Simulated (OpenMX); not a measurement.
Crystal: MoS2.

```
Mo S
1.0
     3.16900    0.00000    0.00000
    -1.58450    2.74443    0.00000
     0.00000    0.00000   12.32400
Mo S
2 4
Direct
  0.66667 0.33333 0.75000
  0.33333 0.66667 0.25000
  0.66667 0.33333 0.37700
  0.33333 0.66667 0.87700
  0.66667 0.33333 0.12300
  0.33333 0.66667 0.62300
```

Base run:

```yaml
Program: OpenMX 3.8.5
Functional: PBE
Potentials_or_basis: OpenMX 2013 PBE set, Mo7.0-s3p2d2, S7.0-s2p2d1f1, grid cutoff 400 Ry
k_mesh: 11 × 11 × 3
Occupations: fermi-dirac, width 0.05 eV
Spin: no spin polarisation
```

Its results: band gap on the k mesh 0.89 eV, indirect (least direct gap 1.82 eV); pressure 4.7 GPa; largest force 0.376 eV/Å.

Q: The run is repeated on the same cell with these changes: potentials or basis from OpenMX 2013 PBE set, Mo7.0-s3p2d2, S7.0-s2p2d1f1, grid cutoff 400 Ry to OpenMX 2013 PBE set, Mo7.0-s3p2d1, S7.0-s2p2d1, grid cutoff 400 Ry. What comes out?

A: Band gap on the k mesh 0.93 eV, indirect (least direct gap 1.84 eV); pressure 5.6 GPa; largest force 0.489 eV/Å.

Caveats: this functional lacks dispersion, which binds the layers, so the pressure and a relaxed spacing across them are unreliable; the basis of atomic orbitals isn't converged, which shifts pressures, moduli and gaps.
